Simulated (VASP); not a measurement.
Set up this calculation in VASP 6.6.1, as the native input.

```yaml
Task: atomic charges
Functional: r2SCAN
Potentials_or_basis: VASP PAW PBE potentials, release 64 (Ge_h)
Cutoff: 900 eV
k_mesh: 8 × 8 × 8
Occupations: gaussian, width 0.05 eV
Spin: no spin polarisation
Further_INCAR_settings: ALGO = Normal; EDIFF = 1e-07
```

The structure of Ge lies in POSCAR:

```
Ge
1.0
    0.0000000000      2.8289100000      2.8289100000
    2.8289100000      0.0000000000      2.8289100000
    2.8289100000      2.8289100000      0.0000000000
Ge
2
Direct
    0.7500000000      0.7500000000      0.7500000000
    0.5000000000      0.5000000000      0.5000000000
```

One way to write it, as run:

INCAR

```
PREC     = Accurate       # precision mode
ENCUT    = 900            # plane-wave cutoff, eV
EDIFF    = 1E-7           # SCF threshold, eV
ISMEAR   = 0              # smearing method
SIGMA    = 0.05           # smearing width, eV
LREAL    = False          # projectors in reciprocal space
LASPH    = True           # aspherical terms in the spheres
NELM     = 100            # most SCF steps
ALGO     = Normal         # electronic algorithm
ISIF     = 2              # what is computed and relaxed
LWAVE    = False          # write WAVECAR
LCHARG   = False          # write CHGCAR
METAGGA  = R2SCAN         # meta-GGA
LMIXTAU  = True         
LORBIT   = 10             # projections on sites
```

KPOINTS

```
regular mesh
0
Gamma
  8 8 8
```

Potentials or basis: VASP PAW PBE potentials, release 64 (Ge_h).

Launch:

```bash
$ cat potpaw_PBE.64/Ge_h/POTCAR > POTCAR
$ mpirun -np 1 vasp_std > vasp.out
```

It gave:

```yaml
Pressure: 0.8 GPa
Band_gap_on_the_k_mesh: 0.42 eV, direct
Valence_electrons_inside_the_program's_atomic_spheres: Ge 11.46
```

Caveat: the PAW data sets were made with another functional, which shifts forces and pressure a little.

Wall time 4.7 min on 1 thread of Intel(R) Xeon(R) Platinum 8488C (Sapphire Rapids) (shared host), peak memory 0.27 GiB.
